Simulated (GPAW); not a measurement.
# Cu (P-1) in GPAW: reference runs

Reference runs on Cu: the cell as given.

Everything below comes from runs of GPAW 26.7.0. Logs are shortened: lines on timing, memory, paths and dates and some standing lists are left out, and cuts for length are marked. The log counts tension as positive stress, the text compression.

## Step 1: The cell of the first run

The typed cell holds 1 atom: a = 2.565 Å, b = 2.598 Å, c = 2.506 Å, α = 59.95°, β = 60.31°, γ = 59.68°.

## Step 2: Single point, PBE (cell sheared at random, sigma 0.01, atoms nudged by 0.01 Å)

run.py reads:

```python
from ase import Atoms
from ase.dft.bandgap import bandgap
from ase.io import write
from ase.units import Bohr, GPa
from gpaw import GPAW, PW
from gpaw.elf import elf_from_dft_calculation

atoms = Atoms(['Cu'],
              cell=[[-0.00442558, 1.78843077, 1.83853466],
                    [1.82290694, -0.01748676, 1.85159583],
                    [1.78281821, 1.76140322, 0.02260197]],
              scaled_positions=[[0.0, 0.0, 0.0]],
              pbc=True)

calc = GPAW(mode=PW(600),
            xc='PBE',
            kpts={'size': (13, 12, 13), 'gamma': True},
            occupations={'name': 'fermi-dirac', 'width': 0.05},
            nbands=14,
            convergence={'density': 1e-05, 'energy': 1e-05},
            maxiter=150,
            txt='gpaw.txt')
atoms.calc = calc
energy = atoms.get_potential_energy()
forces = atoms.get_forces()
stress = atoms.get_stress()
calc.write('gs.gpw')
write('result.traj', atoms)
print(f'Energy: {energy:.6f} eV')
print('Forces (eV/A):')
print(forces.round(4))
print('Stress (GPa):', (stress / GPa).round(3))
print('Fermi level:', round(calc.get_fermi_level(), 4), 'eV')
print(f'Gap: {bandgap(calc)[0]:.4f} eV, direct: {bandgap(calc, direct=True)[0]:.4f} eV')

# fields on the real-space grid
write('density.cube', atoms, data=calc.get_pseudo_density() * Bohr**3)
write('potential.cube', atoms, data=calc.get_electrostatic_potential())
write('elf.cube', atoms, data=elf_from_dft_calculation(calc).data)
```

Potentials or basis: GPAW PAW data sets (gpaw-data 1.2.1), pw.

Launch:

```console
> OMP_NUM_THREADS=1 python run.py
```

gpaw.txt:

```text
__  _  _
 | _ |_)|_||  |
 |__||  | ||/\| - 26.7.0

Input parameters:
  mode=PW(ecut=600.0),
  convergence={'density': 1e-05, 'energy': 1e-05},
  kpts=MonkhorstPack(size=(13, 12, 13), gamma=True),
  maxiter=150,
  nbands=14,
  occupations=Occupations(name='fermi-dirac', width=0.05),
  xc=XC(name='PBE')

Diagonalizing LCAO Hamiltonian
Converting LCAO to pw mode

       Cu

Atoms  # Å, Bohr magnetons
|   | symbol |        x |        y |        z |    initial magnetic moments |
|---|--------|----------|----------|----------|-----------------------------|
| 0 |     Cu | 0.000000 | 0.000000 | 0.000000 | ( 0.0000,  0.0000,  0.0000) |

Unit cell  # Å
| periodic |         x |         y |        z |  lengths |    angles |
|----------|-----------|-----------|----------|----------|-----------|
|      yes | -0.004426 |  1.788431 | 1.838535 | 2.564900 | 59.951402 |
|      yes |  1.822907 | -0.017487 | 1.851596 | 2.598404 | 60.312182 |
|      yes |  1.782818 |  1.761403 | 0.022602 | 2.506291 | 59.676266 |

Number of symmetries: 2
Symmetry operations  # r_c * U_cc + t_c -> r_c
|   | kind |            matrix            |
|---|------|------------------------------|
| 0 |  E   |  1, 0, 0,  0, 1, 0,  0, 0, 1 |
| 1 |  i   | -1, 0, 0,  0,-1, 0,  0, 0,-1 |

BZ-sampling:
  Number of BZ points: 2028
  Number of IBZ points: 1015

  Monkhorst-Pack size: [13, 12, 13]
  Monkhorst-Pack shift: [0.0, 0.041666666666666664, 0.0]

K-points  # in reciprocal-cell coordinates
|      |                                coordinates |     weight |
|------|--------------------------------------------|------------|
|    0 | (  0.00000000,  -0.00000000,   0.00000000) | 0.00049310 |
|    1 | (  0.00000000,  -0.00000000,   0.07692308) | 0.00098619 |
|    2 | (  0.00000000,  -0.00000000,   0.15384615) | 0.00098619 |
|    3 | (  0.00000000,  -0.00000000,   0.23076923) | 0.00098619 |
|    4 | (  0.00000000,  -0.00000000,   0.30769231) | 0.00098619 |
|    5 | (  0.00000000,  -0.00000000,   0.38461538) | 0.00098619 |
|    6 | (  0.00000000,  -0.00000000,   0.46153846) | 0.00098619 |
|    7 | (  0.00000000,   0.08333333,  -0.46153846) | 0.00098619 |
|    8 | (  0.00000000,   0.08333333,  -0.38461538) | 0.00098619 |
|    9 | (  0.00000000,   0.08333333,  -0.30769231) | 0.00098619 |
|  ... |                                            |            |
| 1014 | (  0.46153846,   0.50000000,   0.46153846) | 0.00098619 |

Plane wave coefficients: 406
Cutoff: 600.0 eV

Spin-components: 1 (collinear spins)
Bands:           14
Projectors:      6
Spin-degeneracy: 2
Datatype:        complex128

Density:
  Valence electrons: 11.0
  Components: 1
  Grid points: [15 15 15]
  Charge: 0.0  # |e|

Potential:
  Grid points: [15 15 15]

species:
  Cu:
    name:    Copper
    Z:       29.0
    valence: 11
    core:    18
    charge:  0.0  # [|e|]
    compensation charges:
      type: gauss
      rc: 0.33  # [Å]
      lmax: 2
    cutoffs:
      filter: 2.06  # [Å]
      core: 2.43  # [Å]
    projectors
    | kind |    occ | energy [eV] | rcut [Å] |
    |------|--------|-------------|----------|
    |   4s |  1.000 |      -4.609 |    1.164 |
    |   4p |  0.000 |      -0.698 |    1.164 |
    |   3d | 10.000 |      -5.039 |    1.058 |
    |    s |        |      22.603 |    1.164 |
    |    p |        |      26.513 |    1.164 |
    |    d |        |      22.172 |    1.058 |

    Using partial waves for Cu as LCAO basis

Reference energy: -45021.451841  # eV

eigensolver:
  PPCG
  Converge bands: occupied
  niter=2

density mixing:
  MSR1-Mixer
  Pratt-step length: 0.05
  Maximum mixing coefficient: 0.75
  Old densities: 10
  SVD Regularization: 0.005
  Good broyden scale: 1.0
  Trust region scale: 1.0
  Backstep threshold: 4.0
  History deletion threshold: 6.0
  Fourier metric: weight=20.0, sigma=0.015

occupation numbers:
  Fermi-Dirac:
    width: 0.0500  # eV

poisson solver:
  ecut: 4800.0  # eV

xc functional:
[... 9 lines left out ...]
|iter     | |      energy | eigst |  dens |
|---------|-|-------------|-------|-------|
|iter:   1| |   -4.621939 | -0.43 |       |
|iter:   2| |   -4.253770 | -2.97 | -0.89 |
|iter:   3| |   -3.690255 | -1.95 | -1.00 |
|iter:   4| |   -3.679870 | -4.18 | -1.78 |
|iter:   5| |   -3.672617 | -3.54 | -1.95 |
|iter:   6| |   -3.672622 | -6.50 | -3.50 |
|iter:   7| |   -3.672620c| -6.19 | -3.55 |
|iter:   8| |   -3.672620c| -8.80c| -4.50 |
|iter:   9| |   -3.672620c| -8.09c| -5.06c|

Converged in 9 steps
Energy contributions relative to reference atoms: (reference = -45021.451841)

Energy contributions:
  Kinetic:         -11.793911
  Coulomb:           9.190908
  Zero:              0.051685
  External:          0.000000
  Xc:               -1.120505
  Entropy:          -0.001591
  Spinorbit:         0.000000
  ----------------------------
  Free energy:      -3.673415
  Extrapolated:     -3.672620

dipole moment: (-7.846916, -7.696675, -8.089719)  # |e|*Ang

Fermi level: 8.075
Eigenvalues  # (at kpt = [0.000, -0.000, 0.000])
| band index |      eig [eV] | occ [0-2] |
|------------|---------------|-----------|
|          0 |        -1.323 |     2.000 |
|          1 |         4.936 |     2.000 |
|          2 |         5.013 |     2.000 |
|          3 |         5.150 |     2.000 |
|          4 |         5.802 |     2.000 |
|          5 |         5.918 |     2.000 |
|          6 |        30.914 |     0.000 |
|          7 |        32.819 |     0.000 |
|          8 |        33.354 |     0.000 |
|          9 |        34.449 |     0.000 |
|         10 |        35.100 |     0.000 |
|         11 |        35.623 |     0.000 |
|         12 |        36.367 |     0.000 |
|         13 |        39.611 |     0.000 |

No gap
No difference between direct/indirect transitions

Forces  # eV/Ang
|       x |       y |       z |
|---------|---------|---------|
| 0.00000 | 0.00000 | 0.00000 |  # Cu   0

Stress tensor  # eV/Ang^3
|         x |         y |         z |
|-----------|-----------|-----------|
| -0.023327 | -0.013672 |  0.006132 |
| -0.013672 | -0.025369 |  0.006034 |
|  0.006132 |  0.006034 | -0.014059 |

# Writing to gs.gpw (mode='')
```

Wall time 58 s (1 thread of Intel Xeon 6975P-C (Granite Rapids), shared host); peak memory 0.28 GiB.

What came out:

```
Free energy            : -3.6734 eV
Pressure               : 3.4 GPa
Band gap on the k mesh : none (metal or under the smearing width)
```

Stress tensor (GPa, compression positive):
```
 3.74  2.19 -0.98
 2.19  4.06 -0.97
-0.98 -0.97  2.25
```

Caveat: with this Cu data set, volumes or pressures lay over 1.5 % or 2 GPa off other programs in two to four cells of ten.
